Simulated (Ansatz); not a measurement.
## HfO2 under changes of volume

One of the cells (10.955 Å³/atom); the others are scaled copies at fixed shape and fractional positions:

```xyz
12
Lattice="5.2195 0.0000 0.0000 0.0000 5.0048 0.0000 0.0000 0.0000 5.0327" Properties=species:S:1:pos:R:3 pbc="T T T"
Hf    5.0472    3.6661    3.7314
Hf    2.7820    3.6661    1.2151
Hf    2.4375    1.3387    3.7314
Hf    0.1723    1.3387    1.2151
O     3.2994    4.6477    4.4251
O     4.5298    4.6477    1.9087
O     1.2211    2.7020    2.4776
O     1.3886    2.7020    4.9939
O     3.9984    2.3028    4.9939
O     3.8308    2.3028    2.4776
O     0.6896    0.3571    4.4251
O     1.9201    0.3571    1.9087
```

Measurements of this composition are mostly on another form, of space group No. 14.

| Item | Value |
| --- | --- |
| Program | Ansatz 0.2.0 |
| Functional | r2SCAN |
| Potentials or basis | Ansatz PAW |
| Cutoff | 500 eV (not typed: the program's choice for these potentials) |
| k mesh | 5 × 6 × 5 |
| Occupations | fermi-dirac, width 0.05 eV |
| Spin | no spin polarisation |

```csv
volume (Å³/atom),energy over the lowest point (meV/atom),pressure (GPa),gap on the mesh (eV),largest force (eV/Å)
10.298,?,?,?,?
10.517,29.09,16.4,5.15,0.237
10.736,11.16,9.9,5.08,0.146
10.955,1.74,4.0,5.00,0.066
11.175,0.00,-1.4,4.93,0.048
11.394,5.20,-6.2,4.86,0.110
11.613,16.67,-10.5,4.78,0.177
```

**Question.** What does the run at 10.298 Å³/atom give?

**Answer.** Energy over the lowest point 56.45 meV/atom; pressure 23.7 GPa; gap on the mesh 5.23 eV; largest force 0.337 eV/Å.

Worked out: A Birch-Murnaghan fit of order 3 (a polynomial in V^(-2/3)) to the other rows has its minimum at 11.12 Å³/atom with B0 = V·E''(V) = 264 GPa and B' = 4.2 at fixed shape and positions, which overstates the stiffness. It gives 56.44 meV/atom at 10.298 Å³/atom, against the run's 56.45, and -dE/dV = 23.7 GPa, against 23.7. A straight line through the other rows of the gap, of slope -3.72 eV per unit of ln V, extrapolates to 5.23 eV, against the run's 5.23.

Energies are extrapolated to zero smearing.

Caveats: odd divisions of the mesh miss points on the zone boundary, where band edges often lie, so the gap on the mesh can be too wide; spin-orbit coupling is left out, which moves the levels of the heavy elements; the PAW data sets come from PBE, with cores solved anew for the run's functional, which leaves a small shift of forces and pressure.

A mesh can miss the band edges.
